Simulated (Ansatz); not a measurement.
LiI:
```
LiI
1.0
    0.00000     2.99339     2.99339
    2.99339     0.00000     2.99339
    2.99339     2.99339     0.00000
Li I
1 1
Direct
  0.00000   0.00000   0.00000
  0.50000   0.50000   0.50000
```

Relaxed with HSE06. Special points in fractions of this cell's reciprocal vectors: Γ (0.000, 0.000, 0.000); X (0.500, 0.000, 0.500); U (0.625, 0.250, 0.625); K (0.375, 0.375, 0.750); L (0.500, 0.500, 0.500); W (0.500, 0.250, 0.750).

**Question.** List the band energies nearest the valence-band maximum at these points for plane-wave PAW HSE06 (Ansatz code).

**Answer.** In eV from the valence-band maximum; about four levels below and three above (degenerate sets whole), none deeper than 8.9 eV; points with the same levels are listed once.

```json
[
 {"k": "Γ", "below": "-0.01 -0.01 -0.01", "above": "5.34 9.37 9.37 9.37"},
 {"k": "X", "below": "-3.20 -1.34 -1.34", "above": "5.31 6.32 11.79 11.79"},
 {"k": "U", "below": "-2.79 -2.15 -1.02", "above": "5.83 8.13 9.56"},
 {"k": "L", "below": "-3.30 -0.32 -0.32", "above": "5.55 7.25 7.25"},
 {"k": "W", "below": "-2.42 -2.42 -1.40", "above": "7.15 7.90 9.04 9.04"}
]
```

Space group Fm-3m (rock salt). The cell was relaxed with HSE06 under the symmetry of its start. The hybrid was solved on a coarse mesh, the path and, where they were found, the r²SCAN edge points; its band edges are the extreme levels among these. Spin–orbit coupling is left out wherever it is not named.

Potentials: the later of the program's two PAW sets.
